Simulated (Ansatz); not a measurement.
## CdTe under changes of volume

One of the cells (32.922 Å³/atom); the others are scaled copies at fixed shape and fractional positions:

```
Te Cd
1.0
     0.00000    3.20500    3.20500
     3.20500    0.00000    3.20500
     3.20500    3.20500    0.00000
Te Cd
1 1
Direct
  0.75000 0.75000 0.75000
  0.00000 0.00000 0.00000
```

```yaml
Program: Ansatz 0.2.0
Functional: rPW86-PBE
Potentials_or_basis: Ansatz PAW
Cutoff: "420 eV (not typed: the program's choice for these potentials)"
k_mesh: 7 × 7 × 7
Occupations: fermi-dirac, width 0.05 eV
Spin: no spin polarisation
```

```csv
volume (Å³/atom),energy over the lowest point (meV/atom),pressure (GPa),gap on the mesh (eV)
30.947,?,?,?
31.605,122.01,9.1,0.88
32.263,87.64,7.7,0.81
32.922,58.79,6.4,0.74
33.580,34.86,5.3,0.68
34.239,15.44,4.2,0.62
34.897,0.00,3.3,0.56
```

Q: What does the run at 30.947 Å³/atom give?

A: Energy over the lowest point 162.47 meV/atom; pressure 10.6 GPa; gap on the mesh 0.95 eV.

Worked out: A Birch-Murnaghan fit of order 3 (a polynomial in V^(-2/3)) to the other rows has no minimum within the range. It gives 162.51 meV/atom at 30.947 Å³/atom, against the run's 162.47, and -dE/dV = 10.7 GPa, against 10.6. A straight line through the other rows of the gap, of slope -3.22 eV per unit of ln V (its deformation potential), extrapolates to 0.94 eV, against the run's 0.95.

Energies are extrapolated to zero smearing.

Caveats: odd divisions of the mesh miss points on the zone boundary, where band edges often lie, so the gap on the mesh can be too wide; spin-orbit coupling is left out, which moves the levels of the heavy elements; the PAW data sets come from PBE, with cores solved anew for the run's functional, which leaves a small shift of forces and pressure.
